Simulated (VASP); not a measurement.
Set up this calculation in VASP 6.6.1, as the native input.

- Task: relaxation of the atoms
- Functional: r2SCAN
- Potentials or basis: VASP PAW PBE potentials, release 64 (Pb_d, Se)
- Cutoff: 600 eV
- k mesh: 8 × 8 × 8
- Occupations: gaussian, width 0.03 eV
- Spin: no spin polarisation
- Further INCAR settings: ALGO = Normal; EDIFF = 1e-07; IBRION = 2; EDIFFG = -0.01; NSW = 40

The structure of PbSe (Clausthalite) lies in POSCAR:

```
PbSe                                    
1.0
    0.0000000000      3.0475115693      3.0475115693
    3.0475115693      0.0000000000      3.0475115693
    3.0475115693      3.0475115693      0.0000000000
  Pb              Se            
     1     1
Direct
     0.0000000000000000    0.0000000000000000    0.0000000000000000
     0.5000000000000000    0.5000000000000000    0.5000000000000000
```

The cell isn't the ideal one: a relaxed cell with its volume scaled by 0.96.

The input as run:

INCAR

```
SYSTEM = PbSe
ALGO = Normal ; EDIFF = 1E-7
EDIFFG = -0.01 ; ENCUT = 600
IBRION = 2 ; ISIF = 2
ISMEAR = 0 ; LASPH = .True.
LCHARG = .False. ; LMIXTAU = .True.
LREAL = .False. ; LWAVE = .False.
METAGGA = R2SCAN ; NELM = 80
NSW = 40 ; PREC = Accurate
SIGMA = 0.03
```

KPOINTS

```
k-points
0
Gamma
  8 8 8
  0 0 0
```

Potentials or basis: VASP PAW PBE potentials, release 64 (Pb_d, Se).

Command:

```bash
$ cat potpaw_PBE.64/Pb_d/POTCAR potpaw_PBE.64/Se/POTCAR > POTCAR
$ mpirun -np 1 vasp_std > vasp.out
```

Results of the run:

```yaml
Pressure_after_relaxing: 2.3 GPa
Band_gap_on_the_k_mesh: 0.53 eV, direct
```

Caveat: the relaxation stopped at its first step, so nothing moved; the PAW data sets were made with another functional, which shifts forces and pressure a little; spin-orbit coupling is left out, which as a rule narrows the gap of such compounds by several tenths of an eV.

Run time: 60 s on 1 thread of Intel(R) Xeon(R) 6975P-C (Granite Rapids) (shared host), peak memory 0.22 GiB.
